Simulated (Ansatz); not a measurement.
Crystal: NiO.

```xyz
2
Lattice="0.0000 2.0859 2.0859 2.0859 0.0000 2.0859 2.0859 2.0859 0.0000" Properties=species:S:1:pos:R:3 pbc="T T T"
Ni    0.0000    0.0000    0.0000
O     2.0859    2.0859    2.0859
```

Base run:

```yaml
Program: Ansatz 0.2.0
Functional: LDA
Potentials_or_basis: Ansatz PAW
Cutoff: "420 eV (not typed: the program's choice for these potentials)"
k_mesh: 11 × 11 × 11
Occupations: fermi-dirac, width 0.05 eV
Spin: collinear spin, ferromagnetic start
Starting_moments: "[1.0, 0.0] μB"
```

Its results: band gap on the k mesh none (metal or under the smearing width); pressure -19.8 GPa; net moment 0.30 μB per cell; site moments Ni +0.25; O +0.04 μB.

Question: After a change of settings the same cell gave: band gap on the k mesh none (metal or under the smearing width); pressure -7.4 GPa; net moment 1.40 μB per cell; site moments Ni +1.15; O +0.21 μB. Which change was it?
A. functional from LDA to PBEsol0; k mesh from 11 × 11 × 11 to 6 × 6 × 6
B. functional from LDA to PBEsol
C. functional from LDA to PBE; occupations from fermi-dirac, width 0.05 eV to gaussian, width 0.011 eV
D. functional from LDA to PBE

Answer: B.

PBEsol binds less tightly than LDA, so the same cell stands under more pressure.

Caveats: semilocal functionals often make such compounds metallic where correlation or magnetic order opens a gap, which also shifts bond lengths; the PAW data sets come from PBE, with cores solved anew for the run's functional, which leaves a small shift of forces and pressure; so large a pressure means that the cell lies far from this level's equilibrium, or that cutoff or potentials fall short (some runs); a cell with one magnetic atom can't hold antiferromagnetic order, which such compounds often take (some runs).
